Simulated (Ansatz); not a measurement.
Crystal: CdGeAs2.

```
CELL_PARAMETERS angstrom
-2.98887 2.98887 5.66430
2.98887 -2.98887 5.66430
2.98887 2.98887 -5.66430
ATOMIC_POSITIONS crystal
Cd 0.50000 0.50000 0.00000
Cd 0.25000 0.75000 0.50000
As 0.09622 0.12500 0.47122
As 0.37500 0.90378 0.02878
As 0.65378 0.62500 0.52878
As 0.87500 0.34622 0.97122
Ge 0.75000 0.25000 0.50000
Ge 0.00000 0.00000 0.00000
```

The cell is a database's computed one.

Base run:

| Property | Result |
| --- | --- |
| Program | Ansatz 0.2.0 |
| Functional | PBE0 |
| Potentials or basis | Ansatz PAW |
| Cutoff | 420 eV (not typed: the program's choice for these potentials) |
| k mesh | 4 × 4 × 4 |
| Occupations | fermi-dirac, width 0.05 eV |
| Spin | no spin polarisation |

Its results: band gap on the k mesh 0.99 eV, direct; pressure -0.2 GPa; largest force 0.037 eV/Å.

Q: The run is repeated on the same cell with these changes: functional from PBE0 to HSE06. What comes out?

A: Band gap on the k mesh 0.45 eV, direct; pressure 0.0 GPa; largest force 0.030 eV/Å.

Caveats: the PAW data sets come from PBE, with cores solved anew for the run's functional, which leaves a small shift of forces and pressure; the thresholds are loose for stress.
